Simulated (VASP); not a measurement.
Ru:

```
CELL_PARAMETERS angstrom
-1.50909 1.50909 1.50909
1.50909 -1.50909 1.50909
1.50909 1.50909 -1.50909
ATOMIC_POSITIONS crystal
Ru 0.00000 0.00000 0.00000
```

This isn't the form of Ru at room conditions, which is hcp.

Base run:

| Quantity | Value |
| --- | --- |
| Program | VASP 6.6.1 |
| Functional | PBEsol |
| Potentials or basis | VASP PAW PBE potentials, release 64 (Ru_pv) |
| Cutoff | 520 eV |
| k mesh | 20 × 20 × 20 |
| Occupations | gaussian, width 0.5 eV |
| Spin | no spin polarisation |

Its results: band gap on the k mesh none (metal or under the smearing width); pressure 2.1 GPa.

The run is repeated on the same cell with these changes: cutoff from 520 eV to 700 eV; occupations from gaussian, width 0.5 eV to gaussian, width 0.1 eV. What comes out?

Band gap on the k mesh none (metal or under the smearing width); pressure 0.1 GPa.

Caveats: the PAW data sets were made with another functional, which shifts forces and pressure a little.

Not every run made on this cell is shown here.
